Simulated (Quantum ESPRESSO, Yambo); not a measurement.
# Quasiparticle gap of CdSe (F-43m) in Yambo, part 2 of 3

Wanted: ground state, empty states, screening and self-energy for CdSe (F-43m).

Quantum ESPRESSO 7.5 and Yambo 5.3.0; PBE and many-body steps on it, plane waves. Known limits of the many-body steps: not at the basis limit; no spin-orbit coupling; coarse k mesh.

So far. Step 2 (Ground state): The gap is direct, at Γ. Step 3 (Bands along the symmetry lines): The gap is 0.551 eV, as in the run before at this level.

### 4. Empty states on the mesh, 4×4×4 mesh, 393 bands

Level of this step: DFT, PBE, plane waves, norm-conserving pseudopotentials (Quantum ESPRESSO).

The sums over transitions need many empty states on a uniform mesh; this step solves for them.

Contents of pw.in:

```
&control
  calculation = 'nscf'
  prefix = 'x'
  outdir = 'o'
  pseudo_dir = 'pseudo'
/
&system
  ibrav = 0
  nat = 2
  ntyp = 2
  ecutwfc = 104.0
  nbnd = 393
  force_symmorphic = .true.
/
&electrons
  conv_thr = 1e-9
  electron_maxstep = 80
  diago_full_acc = .true.
  diago_thr_init = 5e-6
/
ATOMIC_SPECIES
  Cd 112.41 Cd.upf
  Se 78.971 Se.upf
CELL_PARAMETERS angstrom
  -0.0000000000 3.0702711986 3.0702711986
  3.0702711986 -0.0000000000 3.0702711986
  3.0702711986 3.0702711986 -0.0000000000
ATOMIC_POSITIONS crystal
  Cd 0.0000000000 0.0000000000 0.0000000000
  Se 0.7500000000 0.7500000000 0.7500000000
K_POINTS automatic
  4 4 4 0 0 0
```

Command:

```sh
OMP_NUM_THREADS=1 mpirun -n 8 pw.x -nk 4 -in pw.in > pw.out
```

Log:

```text
[banner, memory and clock lines left out]
Program PWSCF v.7.5 starts

     Atomic positions and unit cell read from directory:
     o/x.save/

     Message from routine setup:
     using ibrav=0 with symmetry is DISCOURAGED, use correct ibrav instead

     bravais-lattice index     =            0
     lattice parameter (alat)  =       8.2052  a.u.
     unit-cell volume          =     390.6221 (a.u.)^3
     number of atoms/cell      =            2
     number of atomic types    =            2
     number of electrons       =        44.00
     number of Kohn-Sham states=          393
     kinetic-energy cutoff     =     104.0000  Ry
     charge density cutoff     =     416.0000  Ry
     Exchange-correlation= PBE
                           (   1   4   3   4   0   0   0)

     celldm(1)=   8.205227  celldm(2)=   0.000000  celldm(3)=   0.000000
     celldm(4)=   0.000000  celldm(5)=   0.000000  celldm(6)=   0.000000

     crystal axes: (cart. coord. in units of alat)
               a(1) = (  -0.000000   0.707107   0.707107 )
               a(2) = (   0.707107  -0.000000   0.707107 )
               a(3) = (   0.707107   0.707107  -0.000000 )

     reciprocal axes: (cart. coord. in units 2 pi/alat)
               b(1) = ( -0.707107  0.707107  0.707107 )
               b(2) = (  0.707107 -0.707107  0.707107 )
               b(3) = (  0.707107  0.707107 -0.707107 )
     Pseudo is Norm-conserving + core correction, Zval = 20.0
     Generated using ONCVPSP code by D. R. Hamann
     Using radial grid of 1368 points,  6 beta functions with:
     Pseudo is Norm-conserving + core correction, Zval = 24.0
     Generated using ONCVPSP code by D. R. Hamann
     Using radial grid of 1214 points,  6 beta functions with:
     Cd               20.00   112.41000     Cd( 1.00)
     Se               24.00    78.97100     Se( 1.00)

     24 Sym. Ops. (no inversion) found

   Cartesian axes

     site n.     atom                  positions (alat units)
         1        Cd     tau(   1) = (   0.0000000   0.0000000   0.0000000  )
         2        Se     tau(   2) = (   1.0606602   1.0606602   1.0606602  )

     number of k points=     8
                       cart. coord. in units 2pi/alat
        k(    1) = (   0.0000000   0.0000000   0.0000000), wk =   0.0312500
        k(    2) = (   0.1767767   0.1767767  -0.1767767), wk =   0.2500000
        k(    3) = (  -0.3535534  -0.3535534   0.3535534), wk =   0.1250000
[...]
k(    7) = (  -0.7071068   0.0000000   0.0000000), wk =   0.0937500
        k(    8) = (  -0.7071068   0.3535534   0.0000000), wk =   0.1875000

     Dense  grid:    55849 G-vectors     FFT dimensions: (  54,  54,  54)

     The potential is recalculated from file :
     o/x.save/charge-density

     Starting wfcs are   23 randomized atomic wfcs +  370 random wfcs

     Band Structure Calculation

     End of band structure calculation

          k = 0.0000 0.0000 0.0000 (  6879 PWs)   bands (ev):

  -199.3042-138.7801-138.7801-138.7801 -93.9630 -55.0239 -55.0239 -55.0239
   -38.9490 -38.9490 -38.9490 -38.9460 -38.9460  -4.7636  -0.1683  -0.1683
    -0.1683   0.1752   0.1752   7.6711   7.6711   7.6711   8.2221  13.6142
    13.6142  13.6142  17.3542  18.7414  18.7414  19.6931  19.6931  19.6931
[...]
[... 38 further rows ...]
[...]
202.5832

          k = 0.1768 0.1768-0.1768 (  7015 PWs)   bands (ev):

  -199.3042-138.7801-138.7801-138.7801 -93.9630 -55.0240 -55.0239 -55.0239
[...]
[... 38 further rows ...]
[...]
202.3535

          k =-0.3536-0.3536 0.3536 (  6958 PWs)   bands (ev):

  -199.3042-138.7801-138.7801-138.7801 -93.9630 -55.0241 -55.0240 -55.0240
[...]
57.2295  57.4786  58.1886  58.1886  59.1444  59.1444  59.8368  59.9923
     [... 38 further rows ...]
   195.6302 195.6302 196.5044 196.5044 197.1904 198.1136 198.1136 198.8024
   199.0099

          k = 0.3536 0.0000 0.0000 (  7003 PWs)   bands (ev):

     [... further k-points ...]

     highest occupied, lowest unoccupied level (ev):     7.6711    8.2221

     XML data file, pseudopotentials, collected wavefunctions
```

It took 54 s on 8 MPI ranks of Arm Neoverse V1, shared host; peak memory 1.4 GiB; 7.1 min of CPU time.

This step gave:

* gap: 0.5509 eV
* k of the valence top: 0, 0, 0
* k of the conduction bottom: 0, 0, 0
* least direct gap: 0.5509 eV
* k points computed: 8
* lowest point of the top converged band, above the valence top: 190.1723 eV

On this mesh the gap is 0.551 eV.

### 5. Conversion and set-up

This step: Yambo 5.3.0; conversion and set-up on PBE, plane waves, norm-conserving pseudopotentials.

The states are converted to the many-body program's format and the q mesh is built.

Command:

```sh
(cd o/x.save; p2y > p2y.log; mv SAVE ../..); yambo > setup.log
```

Log:

```text
 Yambo, version 5.3.0

 [02] CORE Variables Setup
 =========================

  [02.01] Unit cells
  ==================

  Cell kind             :  FCC
  Atoms in the cell     :  Cd  Se
  number of Cd atoms    :  1
  number of Se atoms    :  1

  List of atomic masses
  Mass of Cd    :  112.4100
  Mass of Se    :  78.97100

  List of atomic coordinates    : [cc]
  Cd1       :  0.000000  0.000000  0.000000  order 1
  Se1       :  8.702958  8.702958  8.702958  order 2

  Alat factors          :  5.801972  5.801972  5.801972 [a.u.]
  Direct lattice volume :  390.6221 [a.u.]
  Direct lattice vectors:  A[ 1 ]  A[ 2 ]  A[ 3 ]
   A[ 1 ]: -0.000000  1.000000  1.000000  [iru]
  -0.000000  5.801972  5.801972  [cc]
   A[ 2 ]:  1.000000 -0.000000  1.000000  [iru]
   5.801972 -0.000000  5.801972  [cc]
   A[ 3 ]:  1.000000  1.000000 -0.000000  [iru]
   5.801972  5.801972 -0.000000  [cc]

  Recip. lattice volume :  0.635013 [a.u.]
  Recip. lattice vectors:  B[ 1 ]  B[ 2 ]  B[ 3 ]
   B[ 1 ]: -0.500000  0.500000  0.500000  [iku]
  -0.541470  0.541470  0.541470  [cc]
   B[ 2 ]:  0.500000 -0.500000  0.500000  [iku]
   0.541470 -0.541470  0.541470  [cc]
   B[ 3 ]:  0.500000  0.500000 -0.500000  [iku]
   0.541470  0.541470 -0.541470  [cc]

  [02.02] Symmetries
  ==================

  Inversion symmetry    : yes
  Spatial inversion     : no
  Inversion index       :  25
  K-space Time-reversal : yes
  Magnetic symmetries   : no
  Time-reversal derived K-space symmetries:   25   48
  Group table correct   : yes
  Symmetries units      :  [cc]

   [S  1]:   1.0000     -0.58858E-17 -0.58858E-17 -0.58858E-17   1.0000      0.58858E-17  0.58858E-17  0.58858E-17   1.0000
   [S  2]:  -1.0000      0.58858E-17 -0.58858E-17  0.58858E-17  -1.0000      0.58858E-17 -0.58858E-17 -0.58858E-17   1.0000
   [S  3]:  -1.0000     -0.58858E-17  0.58858E-17  0.58858E-17   1.0000     -0.58858E-17 -0.58858E-17  0.58858E-17  -1.0000
[...]
[S  9]: -0.58858E-17   1.0000     -0.58858E-17  0.58858E-17 -0.58858E-17   1.0000       1.0000      0.58858E-17  0.58858E-17
   [S 10]: -0.58858E-17  -1.0000      0.58858E-17  0.58858E-17  0.58858E-17  -1.0000       1.0000     -0.58858E-17 -0.58858E-17
     [... 36 further rows ...]
   [S*47]:   1.0000     -0.58858E-17  0.58858E-17 -0.58858E-17  0.58858E-17  -1.0000      0.58858E-17   1.0000     -0.58858E-17
   [S*48]:   1.0000      0.58858E-17 -0.58858E-17 -0.58858E-17 -0.58858E-17   1.0000      0.58858E-17  -1.0000      0.58858E-17

  [02.03] Reciprocal space
  ========================

  nG shells         :   475
  nG charge         :   55849
  nG WFs            :   8326
  nC WFs            :   7046
  G-vecs. in first 47 shells:  [ Number ]
     1    9   15   27   51   59   65   89  113
    137   169   181   229   259   283   307   331   339
    387   411   459   531   537   561   609   645   701
[...]
1639  1687
  ...
[...]
K/Q-points units:
  rlu = crystal or reduced units; cc = cartesian coordinates; iku = interal k-units

  K [1]          [rlu]:  0.000000  0.000000  0.000000
         WF components:   6879
  K [2]          [rlu]: -0.74024E-17  0.64753E-17  0.25000
         WF components:   7015
  K [3]          [rlu]:  0.14805E-16 -0.12951E-16 -0.50000
         WF components:   6958
  K [4]          [rlu]: -0.67816E-17  0.25000      0.25000
         WF components:   7003
  K [5]          [rlu]:  0.19523E-17  0.25000     -0.50000
         WF components:   7006
  [... 2 further k-points ...]
  K [8]          [rlu]:  0.250000 -0.500000 -0.250000
         WF components:   6952

  [02.05] Energies & Occupations
  ==============================

  [X] === General ===
  [X] Electronic Temperature                        :  0.000000  0.000000 [eV K]
  [X] Bosonic    Temperature                        :  0.000000  0.000000 [eV K]
  [X] Finite Temperature mode                       : no
  [X] El. density                                   :  0.76014E+24 [cm-3]
  [X] Fermi Level                                   :  7.671117 [eV]

  [X] === Gaps and Widths ===
  [X] Conduction Band Min                           :  0.550945 [eV]
  [X] Valence Band Max                              :  0.000000 [eV]
  [X] Filled Bands                                  :  22
  [X] Empty Bands                                   :    23   393
  [X] Direct Gap                                    :  0.550945 [eV]
  [X] Direct Gap localized at k                     :  1
  [X] Indirect Gap                                  :  0.550945 [eV]
  [X] Indirect Gap between kpts                     :  1  1
  [X] Last valence band width                       :  2.085450 [eV]
  [X] 1st conduction band width                     :  4.360734 [eV]

  E @ K [1]:  [eV]
  -206.9753 -146.4512 -146.4512 -146.4512 -101.6341  -62.6950  -62.6950  -62.6950
  -46.62014 -46.62014 -46.62014 -46.61715 -46.61715 -12.43475  -7.83937  -7.83937
   -7.8394      -7.4959      -7.4959     -0.48801E-10 -0.33004E-10   0.0000      0.55094       5.9431
[...]
occ @ K [1]
[...]
E @ K [2]:  [eV]
[...]
occ @ K [2]
[...]
E @ K [3]:  [eV]
[...]
occ @ K [3]
[...]
E @ K [4]:  [eV]
[...]
occ @ K [4]
[...]
E @ K [5]:  [eV]
[...]
occ @ K [5]
[...]
[... 2 further k-points ...]
  E @ K [8]:  [eV]
[...]
occ @ K [8]
[...]
0.000000  0.000000  0.000000  0.000000  0.000000  0.000000  0.000000  0.000000
   0.000000  0.000000  0.000000  0.000000  0.000000  0.000000  0.000000  0.000000

 [03] Transferred momenta grid and indexing
 ==========================================

 IBZ Q-points                                      :   8
 BZ  Q-points                                      :   64

 K/Q-points units:
 rlu = crystal or reduced units; cc = cartesian coordinates; iku = interal k-units

 Q [1]          [rlu]:  0.000000  0.000000  0.000000
 Q [2]          [rlu]: -0.74024E-17  0.64753E-17  0.25000
 Q [3]          [rlu]:  0.14805E-16 -0.12951E-16 -0.50000
[...]
Q [7]          [rlu]:  0.13563E-16 -0.50000     -0.50000
 Q [8]          [rlu]:  0.250000 -0.500000 -0.250000

  [03.01] X indexes
  =================

   [03.01.01] Sigma indexes
   ========================

 [06] Game Over & Game summary
```

Elapsed: 3.7 s, on 1 MPI rank; peak memory 0.26 GiB.

[end of part 2 of 3]

[Paths, hosts, dates, memory and timing lines, banners, echoed tables and standing remarks are left out of the program output.]

[Logs are printed without paths, hosts, clocks, repeated set-up lines and the standing remarks that a program may print on its own settings, such as how far it seeks lower states.]

[Runs of the session that timed out or met a known fault of the program may be left out.]

[Hosts, paths, dates, database ids (printed as entryN), source tags and the programs' standing remarks are cut or masked in the printed files.]
